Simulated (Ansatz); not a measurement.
# ZnS: random displacements

Theory: DFT LDA, scalar-relativistic, plane waves, PAW (Ansatz 0.2.0). The runs took a 420 eV cutoff, a Γ-centred 12×12×4 mesh and Gaussian smearing (0.05 eV). No spin polarisation. Energies are free energies at this smearing, counted from the undisturbed cell; pressure is positive in compression.

Reference structure (as given, not relaxed at this level):

```
Zn S
1.0
     3.82270    0.00000    0.00000
    -1.91135    3.31056    0.00000
     0.00000    0.00000   12.52000
Zn S
4 4
Direct
  0.00000 0.00000 0.00000
  0.00000 0.00000 0.50000
  0.33333 0.66667 0.25000
  0.66667 0.33333 0.75000
  0.00000 0.00000 0.18750
  0.00000 0.00000 0.68750
  0.33333 0.66667 0.43750
  0.66667 0.33333 0.93750
```

The atoms are displaced (Å, in the unstrained cell):

```
atom ux uy uz
 Zn1  -0.125  -0.035  -0.042
 Zn2  -0.166   0.080  -0.012
 Zn3   0.063  -0.022  -0.011
 Zn4  -0.130  -0.103  -0.006
  S5   0.055   0.101   0.151
  S6   0.126  -0.083  -0.158
  S7   0.120  -0.010   0.040
  S8   0.057   0.072   0.038
```

Strain (Voigt, engineering shear): (0.0226, -0.0024, 0.0128, 0.0567, 0.0608, 0.0227).

Problem. What are the energy change, the stress and the forces?

Solution. ΔE = 119.7 meV/atom; stress (xx, yy, zz, yz, xz, xy; compression positive) (-7.10, -2.53, -6.37, -1.45, -0.92, -0.64) GPa; gap on the mesh 1.22 eV.
| atom | Fx (eV/Å) | Fy | Fz |
| --- | --- | --- | --- |
| Zn1 | 0.77 | 0.46 | 0.82 |
| Zn2 | 0.72 | -0.52 | -0.25 |
| Zn3 | -0.01 | 0.85 | 0.67 |
| Zn4 | 0.72 | 0.24 | -0.32 |
| S5 | -0.03 | -0.95 | -1.19 |
| S6 | -0.69 | -0.11 | 1.42 |
| S7 | -0.72 | 0.54 | -0.58 |
| S8 | -0.75 | -0.52 | -0.57 |

Cost: 1 run of about 3 core-minutes, on Arm Neoverse V2 (shared hosts).